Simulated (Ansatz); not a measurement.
Wanted: the native input for an Ansatz 0.2.0 run.

- Task: band structure
- Functional: PBEsol
- Potentials or basis: JTH PAW
- Cutoff: 750 eV (not typed: the program's choice for these potentials)
- k mesh: 12 × 12 × 12
- Occupations: fermi-dirac, width 0.05 eV
- Spin: no spin polarisation
- Path: [["G", "X", "W", "K", "G", "L", "U", "W", "L", "K"], ["U", "X"]]
- Points for each segment of the path: 14

Pt:

```
Pt
1.0
     0.00000    1.96090    1.96090
     1.96090    0.00000    1.96090
     1.96090    1.96090    0.00000
Pt
1
Direct
  0.00000 0.00000 0.00000
```

One way to write it, as run:

input.yaml

```yaml
crystal:
  lattice:
    - [0.0, 1.9609, 1.9609]
    - [1.9609, 0.0, 1.9609]
    - [1.9609, 1.9609, 0.0]
  atoms:
    - { symbol: Pt, position: [0.0, 0.0, 0.0] }
hamiltonian:
  xc: pbesol
  pseudopotentials: { kind: paw, source: jth, xc_functional: pbe }
kpoints:
  mp_grid: { grid: [12, 12, 12] }
  band_path:
    path:
      - [[0.0, 0.0, 0.0], [0.5, 0.0, 0.5], [0.5, 0.25, 0.75], [0.375, 0.375, 0.75], [0.0, 0.0, 0.0], [0.5, 0.5, 0.5], [0.625, 0.25, 0.625], [0.5, 0.25, 0.75], [0.5, 0.5, 0.5], [0.375, 0.375, 0.75]]
      - [[0.625, 0.25, 0.625], [0.5, 0.0, 0.5]]
    npoints: 14
scf:
  occupations: { method: fermi_dirac, width: 0.05 }
  n_extra_bands: 6
output:
  forces: true
  stress: true
  eigenvalues: true
  fatbands: false
```

Potentials or basis: JTH PAW.

Command:

```bash
$ ansatz run input.yaml --threads 2 --pin off --max-ram 5632MiB --backend cpu --events-out ev --progress --plain --runs-dir out
```

It gave:

```json
{
  "Pressure": "0.8 GPa",
  "Band gap on the k mesh": "none (metal or under the smearing width)"
}
```

Caveat: spin-orbit coupling is left out, which moves the levels of the heavy elements.

Run time: 1.8 s on 2 threads of AMD EPYC 7R13 Processor (Zen 3) (shared host), peak memory 0.32 GiB.
